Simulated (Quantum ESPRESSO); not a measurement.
# NbAs (I4_1md) in Quantum ESPRESSO: single point with PBEsol

Aim: the single point of NbAs with PBEsol.

All numbers are computed with Quantum ESPRESSO 7.5; they aren't measurements. Logs are shortened: lines on timing, memory, paths and dates and some standing lists are left out, and cuts for length are marked.

## Step 1: The undisturbed crystal

The structure is tetragonal, space group I4_1md (No. 109). Conventional cell: a = 3.452 Å, b = 3.452 Å, c = 11.680 Å, α = 90.00°, β = 90.00°, γ = 90.00°. Nb (site symmetry 2mm) is surrounded by 6 As at 2.60 to 2.63 Å. As (site symmetry 2mm) is surrounded by 6 Nb at 2.60 to 2.63 Å.

## Step 2: Single point, PBEsol (atoms moved at random, drawn with an rms of 0.05 Å)

Contents of pw.in:

```
&CONTROL
  calculation = 'scf'
  prefix = 'pwscf'
  outdir = './tmp'
  pseudo_dir = './pseudo'
  tprnfor = .true.
  tstress = .true.
  disk_io = 'nowf'
/
&SYSTEM
  ibrav = 0
  nat = 4
  ntyp = 2
  ecutwfc = 45
  ecutrho = 360
  nbnd = 26
  occupations = 'smearing'
  smearing = 'fd'
  degauss = 0.00367493
/
&ELECTRONS
  conv_thr = 8d-10
  electron_maxstep = 120
  mixing_beta = 0.5
/
ATOMIC_SPECIES
Nb    92.9064 nb_pbesol_v1.uspp.F.UPF
As    74.9216 as_pbesol_v1.uspp.F.UPF
CELL_PARAMETERS angstrom
  -1.7258500000    1.7258500000    5.8400000000
   1.7258500000   -1.7258500000    5.8400000000
   1.7258500000    1.7258500000   -5.8400000000
ATOMIC_POSITIONS crystal
Nb     0.5064570000   -0.0011570000    0.5128730000
Nb     0.7511050000    0.7596630000    0.0070210000
As     0.8934080000    0.4210190000    0.4965690000
As     0.1596040000    0.1701210000    0.0020040000
K_POINTS automatic
11 11 11 0 0 0
```

Potentials or basis: GBRV 1.5 PBEsol.

Command:

```console
> OMP_NUM_THREADS=1 mpirun -n 2 pw.x -nk 2 -in pw.in > pw.out
```

pw.out:

```text
This program is part of the open-source Quantum ESPRESSO suite
     for quantum simulation of materials; please cite
         "P. Giannozzi et al., J. Phys.:Condens. Matter 21 395502 (2009);
         "P. Giannozzi et al., J. Phys.:Condens. Matter 29 465901 (2017);
         "P. Giannozzi et al., J. Chem. Phys. 152 154105 (2020);
     in publications or presentations arising from this work. More details at

     K-points division:     npool     =       2
     Subspace diagonalization in iterative solution of the eigenvalue problem:
     a serial algorithm will be used

     G-vector sticks info
     --------------------
     sticks:   dense  smooth     PW     G-vecs:    dense   smooth      PW
     Sum        2909    1461    477                54091    19107    3547

     Using Slab Decomposition

     bravais-lattice index     =            0
     lattice parameter (alat)  =      11.9610  a.u.
     unit-cell volume          =     469.5432 (a.u.)^3
     number of atoms/cell      =            4
     number of atomic types    =            2
     number of electrons       =        36.00
     number of Kohn-Sham states=           26
     kinetic-energy cutoff     =      45.0000  Ry
     charge density cutoff     =     360.0000  Ry
     scf convergence threshold =      8.0E-10
     mixing beta               =       0.5000
     number of iterations used =            8  plain     mixing
     Exchange-correlation= SLA  PW   PSX  PSC
                           (   1   4  10   8   0   0   0)

     celldm(1)=  11.961043  celldm(2)=   0.000000  celldm(3)=   0.000000
     celldm(4)=   0.000000  celldm(5)=   0.000000  celldm(6)=   0.000000

     crystal axes: (cart. coord. in units of alat)
               a(1) = (  -0.272667   0.272667   0.922662 )
               a(2) = (   0.272667  -0.272667   0.922662 )
               a(3) = (   0.272667   0.272667  -0.922662 )

     reciprocal axes: (cart. coord. in units 2 pi/alat)
               b(1) = (  0.000000  1.833737  0.541910 )
               b(2) = (  1.833737  0.000000  0.541910 )
               b(3) = (  1.833737  1.833737  0.000000 )

     PseudoPot. # 1 for Nb read from file:
     nb_pbesol_v1.uspp.F.UPF
     Pseudo is Ultrasoft + core correction, Zval = 13.0
     Generated by new atomic code, or converted to UPF format
     Using radial grid of  887 points,  6 beta functions with:
                l(1) =   0
                l(2) =   0
                l(3) =   1
                l(4) =   1
                l(5) =   2
                l(6) =   2
     Q(r) pseudized with  6 coefficients,  rinner =    1.000   1.000   1.000
                                                       1.000   1.000

     PseudoPot. # 2 for As read from file:
     as_pbesol_v1.uspp.F.UPF
     Pseudo is Ultrasoft + core correction, Zval =  5.0
     Generated by new atomic code, or converted to UPF format
     Using radial grid of  875 points,  6 beta functions with:
                l(1) =   0
                l(2) =   0
                l(3) =   1
                l(4) =   1
                l(5) =   2
                l(6) =   2
     Q(r) pseudized with  8 coefficients,  rinner =    1.300   1.300   1.300
                                                       1.300   1.300

     atomic species   valence    mass     pseudopotential
     Nb               13.00    92.90640     Nb( 1.00)
     As                5.00    74.92160     As( 1.00)

     No symmetry found

   Cartesian axes

     site n.     atom                  positions (alat units)
         1        Nb     tau(   1) = (   0.0014340   0.2782533  -0.0069873  )
         2        Nb     tau(   2) = (   0.0042479  -0.0004191   1.3874503  )
         3        As     tau(   3) = (   0.0065931   0.2642030   0.7546065  )
         4        As     tau(   4) = (   0.0034141  -0.0023212   0.3023757  )

     number of k points=   666  Fermi-Dirac smearing, width (Ry)=  0.0037

     Number of k-points >= 100: set verbosity='high' to print them.

     Dense  grid:    54091 G-vectors     FFT dimensions: (  75,  75,  75)

     Smooth grid:    19107 G-vectors     FFT dimensions: (  54,  54,  54)

     Initial potential from superposition of free atoms

     starting charge      35.9946, renormalised to      36.0000
     Starting wfcs are   34 randomized atomic wfcs

     Self-consistent Calculation

     iteration #  1     ecut=    45.00 Ry     beta= 0.50
     Davidson diagonalization with overlap
     ethr =  1.00E-02,  avg # of iterations =  2.0

     total energy              =    -315.87507049 Ry
     estimated scf accuracy    <       0.45199059 Ry

     iteration #  2     ecut=    45.00 Ry     beta= 0.50
     Davidson diagonalization with overlap
     ethr =  1.26E-03,  avg # of iterations =  2.0

     total energy              =    -315.98191663 Ry
     estimated scf accuracy    <       0.19104498 Ry

     iteration #  3     ecut=    45.00 Ry     beta= 0.50
     Davidson diagonalization with overlap
     ethr =  5.31E-04,  avg # of iterations =  2.0

     total energy              =    -316.00473515 Ry
     estimated scf accuracy    <       0.20414669 Ry

     iteration #  4     ecut=    45.00 Ry     beta= 0.50
     Davidson diagonalization with overlap
     ethr =  5.31E-04,  avg # of iterations =  1.0

     total energy              =    -316.02588882 Ry
     estimated scf accuracy    <       0.00721168 Ry

     iteration #  5     ecut=    45.00 Ry     beta= 0.50
     Davidson diagonalization with overlap
     ethr =  2.00E-05,  avg # of iterations =  3.7

     total energy              =    -316.02660451 Ry
     estimated scf accuracy    <       0.00053263 Ry

     iteration #  6     ecut=    45.00 Ry     beta= 0.50
     Davidson diagonalization with overlap
     ethr =  1.48E-06,  avg # of iterations =  4.1

     total energy              =    -316.02667993 Ry
     estimated scf accuracy    <       0.00008205 Ry

     iteration #  7     ecut=    45.00 Ry     beta= 0.50
     Davidson diagonalization with overlap
     ethr =  2.28E-07,  avg # of iterations =  2.1

     total energy              =    -316.02669866 Ry
     estimated scf accuracy    <       0.00002489 Ry

     iteration #  8     ecut=    45.00 Ry     beta= 0.50
     Davidson diagonalization with overlap
     ethr =  6.91E-08,  avg # of iterations =  2.1

     total energy              =    -316.02670308 Ry
     estimated scf accuracy    <       0.00000023 Ry

     iteration #  9     ecut=    45.00 Ry     beta= 0.50
     Davidson diagonalization with overlap
     ethr =  6.39E-10,  avg # of iterations =  8.8

     total energy              =    -316.02670460 Ry
     estimated scf accuracy    <       0.00000009 Ry

     iteration # 10     ecut=    45.00 Ry     beta= 0.50
     Davidson diagonalization with overlap
     ethr =  2.59E-10,  avg # of iterations =  1.1

     total energy              =    -316.02670461 Ry
     estimated scf accuracy    <          7.2E-09 Ry

     iteration # 11     ecut=    45.00 Ry     beta= 0.50
     Davidson diagonalization with overlap
     ethr =  2.00E-11,  avg # of iterations =  2.2

     End of self-consistent calculation

     Number of k-points >= 100: set verbosity='high' to print the bands.

     the Fermi energy is    14.3365 ev

!    total energy              =    -316.02670461 Ry
     estimated scf accuracy    <          4.4E-10 Ry
     smearing contrib. (-TS)   =      -0.00044518 Ry
     internal energy E=F+TS    =    -316.02625943 Ry

     The total energy is F=E-TS. E is the sum of the following terms:
     one-electron contribution =     -48.80525973 Ry
     hartree contribution      =      41.96580459 Ry
     xc contribution           =     -99.50038140 Ry
     ewald contribution        =    -209.68642289 Ry

     convergence has been achieved in  11 iterations

     Forces acting on atoms (cartesian axes, Ry/au):

     atom    1 type  1   force =     0.01108532   -0.03646656   -0.00405007
     atom    2 type  1   force =     0.00057824   -0.00023723   -0.05789551
     atom    3 type  2   force =    -0.01366378    0.02505969    0.05166825
     atom    4 type  2   force =     0.00200022    0.01164411    0.01027733

     Total force =     0.092471     Total SCF correction =     0.000072

     Computing stress (Cartesian axis) and pressure

          total   stress  (Ry/bohr**3)                   (kbar)     P=      -10.38
  -0.00001871  -0.00001672   0.00001441           -2.75       -2.46        2.12
  -0.00001672  -0.00024496  -0.00003655           -2.46      -36.04       -5.38
   0.00001441  -0.00003655   0.00005208            2.12       -5.38        7.66

=------------------------------------------------------------------------------=
   JOB DONE.
=------------------------------------------------------------------------------=
```

Run time: 6.9 min. Hardware: 2 MPI ranks of AMD EPYC 9R45 (Zen 5), shared host; peak memory 0.98 GiB.

Results:

```
Free energy            : -4299.7624 eV
Pressure               : -1.0 GPa
Largest force          : 1.518 eV/Å
Band gap on the k mesh : none (metal or under the smearing width)
```

Forces on the atoms (eV/Å):
```
Nb   0.285 -0.938 -0.104
Nb   0.015 -0.006 -1.489
As  -0.351  0.644  1.328
As   0.051  0.299  0.264
```
